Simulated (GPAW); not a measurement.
# Y (P6_3/mmc) in GPAW: band structure with r2SCAN

Aim: the band structure of Y with r2SCAN.

Everything below comes from runs of GPAW 26.7.0. Logs are shortened: lines on timing, memory, paths and dates and some standing lists are left out, and cuts for length are marked. The log counts tension as positive stress, the text compression.

### 1 The structure

It takes space group P6_3/mmc (No. 194, hexagonal). The conventional cell has a = 3.647 Å, b = 3.647 Å, c = 5.731 Å, α = 90.00°, β = 90.00°, γ = 120.00°. Y (site symmetry -6m2) has 12 Y at 3.56 to 3.65 Å as nearest neighbours.

### 2 Band structure, r2SCAN

File run.py:

```python
from ase.dft.bandgap import bandgap
from ase.io import read, write
from ase.units import GPa
from gpaw import GPAW, PW

atoms = read('POSCAR')

calc = GPAW(mode=PW(600),
            xc='MGGA_X_R2SCAN+MGGA_C_R2SCAN',
            kpts={'size': (8, 8, 5), 'gamma': True},
            occupations={'name': 'fermi-dirac', 'width': 0.05},
            nbands=23,
            convergence={'density': 1e-05, 'energy': 1e-05},
            maxiter=150,
            txt='gpaw.txt')
atoms.calc = calc
energy = atoms.get_potential_energy()
forces = atoms.get_forces()
stress = atoms.get_stress()
calc.write('gs.gpw')
write('result.traj', atoms)
print(f'Energy: {energy:.6f} eV')
print('Forces (eV/A):')
print(forces.round(4))
print('Stress (GPa):', (stress / GPa).round(3))
print('Fermi level:', round(calc.get_fermi_level(), 4), 'eV')
print(f'Gap: {bandgap(calc)[0]:.4f} eV, direct: {bandgap(calc, direct=True)[0]:.4f} eV')

path = atoms.cell.bandpath('GMKGALHA,LM,KH', npoints=80, eps=1e-4)
bs_calc = calc.fixed_density(kpts=path, symmetry='off', nbands=37,
                             convergence={'bands': 'CBM+6.0', 'eigenstates': 1e-6}, txt='bands.txt')
bs = bs_calc.band_structure()
bs.write('bs.json')
print(f'Gap on the path: {bandgap(bs_calc)[0]:.4f} eV')
```

File POSCAR:

```
Y
1.0
    3.6474000000      0.0000000000      0.0000000000
   -1.8237000000      3.1587410578      0.0000000000
    0.0000000000      0.0000000000      5.7306000000
Y
2
Direct
    0.6666666667      0.3333333333      0.7500000000
    0.3333333333      0.6666666667      0.2500000000
```

Potentials or basis: GPAW PAW data sets (gpaw-data 1.2.1), pw.

Run with:

```sh
OMP_NUM_THREADS=1 python run.py
```

gpaw.txt:

```text
__  _  _
 | _ |_)|_||  |
 |__||  | ||/\| - 26.7.0

Input parameters:
  mode=PW(ecut=600.0),
  convergence={'density': 1e-05, 'energy': 1e-05},
  kpts=MonkhorstPack(size=(8, 8, 5), gamma=True),
  maxiter=150,
  nbands=23,
  occupations=Occupations(name='fermi-dirac', width=0.05),
  xc=XC(name='MGGA_X_R2SCAN+MGGA_C_R2SCAN')

Diagonalizing LCAO Hamiltonian
Converting LCAO to pw mode

           Y

        Y

Atoms  # Å, Bohr magnetons
|   | symbol |         x |        y |        z |    initial magnetic moments |
|---|--------|-----------|----------|----------|-----------------------------|
| 0 |      Y |  1.823700 | 1.052914 | 4.297950 | ( 0.0000,  0.0000,  0.0000) |
| 1 |      Y | -0.000000 | 2.105827 | 1.432650 | ( 0.0000,  0.0000,  0.0000) |

Unit cell  # Å
| periodic |         x |        y |        z |  lengths |     angles |
|----------|-----------|----------|----------|----------|------------|
|      yes |  3.647400 | 0.000000 | 0.000000 | 3.647400 |  90.000000 |
|      yes | -1.823700 | 3.158741 | 0.000000 | 3.647400 |  90.000000 |
|      yes |  0.000000 | 0.000000 | 5.730600 | 5.730600 | 120.000000 |

Number of symmetries: 12
Symmetry operations  # r_c * U_cc + t_c -> r_c
|    | kind |            matrix            |
|----|------|------------------------------|
|  0 |  σ   |  1, 1, 0,  0,-1, 0,  0, 0, 1 |
|  1 |  S6  |  1, 1, 0, -1, 0, 0,  0, 0,-1 |
|  2 |  E   |  1, 0, 0,  0, 1, 0,  0, 0, 1 |
|  3 |  C2  |  1, 0, 0, -1,-1, 0,  0, 0,-1 |
|  4 |  C2  |  0, 1, 0,  1, 0, 0,  0, 0,-1 |
|  5 |  C3  |  0, 1, 0, -1,-1, 0,  0, 0, 1 |
|  6 |  S6  |  0,-1, 0,  1, 1, 0,  0, 0,-1 |
|  7 |  σ   |  0,-1, 0, -1, 0, 0,  0, 0, 1 |
|  8 |  σ   | -1, 0, 0,  1, 1, 0,  0, 0, 1 |
|  9 |  i   | -1, 0, 0,  0,-1, 0,  0, 0,-1 |
| 10 |  C3  | -1,-1, 0,  1, 0, 0,  0, 0, 1 |
| 11 |  C2  | -1,-1, 0,  0, 1, 0,  0, 0,-1 |

BZ-sampling:
  Number of BZ points: 320
  Number of IBZ points: 40

  Monkhorst-Pack size: [8, 8, 5]
  Monkhorst-Pack shift: [0.0625, 0.0625, 0.0]

K-points  # in reciprocal-cell coordinates
|     |                                coordinates |     weight |
|-----|--------------------------------------------|------------|
|   0 | (  0.00000000,   0.00000000,   0.00000000) | 0.00312500 |
|   1 | (  0.00000000,   0.00000000,   0.20000000) | 0.00625000 |
|   2 | (  0.00000000,   0.00000000,   0.40000000) | 0.00625000 |
|   3 | (  0.12500000,   0.00000000,  -0.40000000) | 0.01875000 |
|   4 | (  0.12500000,   0.00000000,  -0.20000000) | 0.01875000 |
|   5 | (  0.12500000,   0.00000000,   0.00000000) | 0.01875000 |
|   6 | (  0.12500000,   0.00000000,   0.20000000) | 0.01875000 |
|   7 | (  0.12500000,   0.00000000,   0.40000000) | 0.01875000 |
|   8 | (  0.25000000,  -0.12500000,   0.00000000) | 0.01875000 |
|   9 | (  0.25000000,  -0.12500000,   0.20000000) | 0.03750000 |
| ... |                                            |            |
|  39 | (  0.50000000,   0.50000000,   0.40000000) | 0.01875000 |

Plane wave coefficients: 2243
Cutoff: 600.0 eV

Spin-components: 1 (collinear spins)
Bands:           23
Projectors:      12
Spin-degeneracy: 2
Datatype:        complex128

Parallelization:
  kpt:    1
  domain: 1
  band:   1

Density:
  Valence electrons: 22.0
  Components: 1
  Grid points: [21 21 35]
  Charge: 0.0  # |e|

Potential:
  Grid points: [21 21 35]

species:
  Y:
    name:    Yttrium
    Z:       39.0
    valence: 11
    core:    28
    charge:  0.0  # [|e|]
    compensation charges:
      type: gauss
      rc: 0.40  # [Å]
      lmax: 2
    cutoffs:
      filter: 2.39  # [Å]
      core: 1.70  # [Å]
    projectors
    | kind |    occ | energy [eV] | rcut [Å] |
    |------|--------|-------------|----------|
    |   4s |  2.000 |     -47.973 |    1.328 |
    |   5s |  2.000 |      -4.101 |    1.328 |
    |   4p |  6.000 |     -27.921 |    1.318 |
    |   5p |  0.000 |      -1.441 |    1.318 |
    |   4d |  1.000 |      -2.517 |    1.286 |
    |    d |        |      24.695 |    1.286 |

    Using partial waves for Y as LCAO basis

Reference energy: -184182.767865  # eV

eigensolver:
  PPCG
  Converge bands: occupied
  niter=2

density mixing:
  MSR1-Mixer
  Pratt-step length: 0.05
  Maximum mixing coefficient: 0.75
  Old densities: 10
  SVD Regularization: 0.005
  Good broyden scale: 1.0
  Trust region scale: 1.0
  Backstep threshold: 4.0
  History deletion threshold: 6.0
  Fourier metric: weight=20.0, sigma=0.015

occupation numbers:
  Fermi-Dirac:
    width: 0.0500  # eV

poisson solver:
  ecut: 4800.0  # eV

xc functional:
  name: MGGA_X_R2SCAN+MGGA_C_R2SCAN with 2 nearest neighbor stencil

convergence criteria:
- Maximum integral of absolute [dens]ity change: 1e-05 electrons / valence electron
- Maximum [total energy] change in last 3 cyles: 1e-05 eV / valence electron
- Maximum integral of absolute [eigenst]ate change: 4e-08 eV^2 / valence electron
maximum number of iterations: 150

SCF iterations
|iter     | |      energy | eigst |  dens |
|---------|-|-------------|-------|-------|
|iter:   1| |  -38.157515 | -0.22 |       |
|iter:   2| |  -31.718354 | -1.43 | -1.44 |
|iter:   3| |  -31.625442 | -1.70 | -1.38 |
|iter:   4| |  -31.629516 | -2.80 | -1.99 |
|iter:   5| |  -31.630845 | -3.66 | -2.20 |
|iter:   6| |  -31.630988 | -4.94 | -3.18 |
|iter:   7| |  -31.631033c| -5.51 | -3.48 |
|iter:   8| |  -31.631032c| -7.57c| -3.59 |
|iter:   9| |  -31.631033c| -6.96 | -3.76 |
|iter:  10| |  -31.631033c| -7.66c| -4.18 |
|iter:  11| |  -31.631033c| -7.44c| -4.47 |
|iter:  12| |  -31.631033c| -7.83c| -5.11c|

Converged in 12 steps
Energy contributions relative to reference atoms: (reference = -184182.767865)

Energy contributions:
  Kinetic:          -4.034873
  Coulomb:           5.129839
  Zero:             -0.508781
  External:          0.000000
  Xc:              -32.198024
  Entropy:          -0.038386
  Spinorbit:         0.000000
  ----------------------------
  Free energy:     -31.650226
  Extrapolated:    -31.631033

dipole moment: (0.000000, 0.000001, 0.000001)  # |e|*Ang

Fermi level: 6.417
Eigenvalues  # (at kpt = [0.000, 0.000, 0.000])
| band index |      eig [eV] | occ [0-2] |
|------------|---------------|-----------|
|          0 |       -37.816 |     2.000 |
|        ... |               |           |
|          2 |       -17.459 |     2.000 |
|          3 |       -16.964 |     2.000 |
|          4 |       -16.964 |     2.000 |
|          5 |       -16.876 |     2.000 |
|          6 |       -16.876 |     2.000 |
|          7 |       -16.851 |     2.000 |
|          8 |         1.504 |     2.000 |
|          9 |         4.537 |     2.000 |
|         10 |         7.158 |     0.000 |
|         11 |         8.392 |     0.000 |
|         12 |         8.392 |     0.000 |
|         13 |         8.717 |     0.000 |
|         14 |         9.046 |     0.000 |
|         15 |         9.046 |     0.000 |
|         16 |         9.529 |     0.000 |
|         17 |         9.529 |     0.000 |
|        ... |               |           |
|         22 |        17.467 |     0.000 |

No gap
No difference between direct/indirect transitions

Forces  # eV/Ang
|        x |       y |        z |
|----------|---------|----------|
|  0.00000 | 0.00000 | -0.00007 |  # Y    0
| -0.00000 | 0.00000 |  0.00007 |  # Y    1

Stress tensor  # eV/Ang^3
|         x |         y |         z |
|-----------|-----------|-----------|
| -0.005561 |  0.000000 |  0.000000 |
|  0.000000 | -0.005561 |  0.000000 |
|  0.000000 |  0.000000 | -0.001389 |

# Writing to gs.gpw (mode='')
```

It took 7.3 min on 1 thread of Intel Xeon Platinum 8259CL at 2.50GHz (Skylake/Cascade Lake), shared host; peak memory 0.44 GiB.

What came out:

```
Free energy             : -31.6502 eV
Pressure                : 0.7 GPa
Band gap along the path : none (metal or under the smearing width)
```

Levels at the corners of the path, in eV from the Fermi level:
```csv
point,band 6,band 7,band 8,band 9,band 10,band 11,band 12,band 13,band 14,band 15
Γ,-23.29,-23.29,-23.27,-4.91,-1.88,0.74,1.97,1.97,2.30,2.63
M,-23.50,-23.42,-23.35,-1.70,-1.20,-0.83,-0.21,1.50,1.71,2.25
K,-23.51,-23.51,-23.50,-0.70,-0.70,-0.68,-0.53,1.20,1.20,2.53
Γ,-23.29,-23.29,-23.27,-4.91,-1.88,0.74,1.97,1.97,2.30,2.63
A,-23.34,-23.34,-23.34,-3.42,-3.42,1.05,1.05,1.91,1.91,1.91
L,-23.43,-23.42,-23.42,-1.67,-1.67,0.09,0.09,1.40,1.40,3.04
H,-23.60,-23.37,-23.37,-0.43,-0.43,-0.27,-0.27,0.37,0.37,3.02
A,-23.34,-23.34,-23.34,-3.42,-3.42,1.05,1.05,1.91,1.91,1.91
L,-23.43,-23.42,-23.42,-1.67,-1.67,0.09,0.09,1.40,1.40,3.04
M,-23.50,-23.42,-23.35,-1.70,-1.20,-0.83,-0.21,1.50,1.71,2.25
K,-23.51,-23.51,-23.50,-0.70,-0.70,-0.68,-0.53,1.20,1.20,2.53
H,-23.60,-23.37,-23.37,-0.43,-0.43,-0.27,-0.27,0.37,0.37,3.02
```

Caveat: the PAW data sets were made with another functional, which shifts forces and pressure a little.
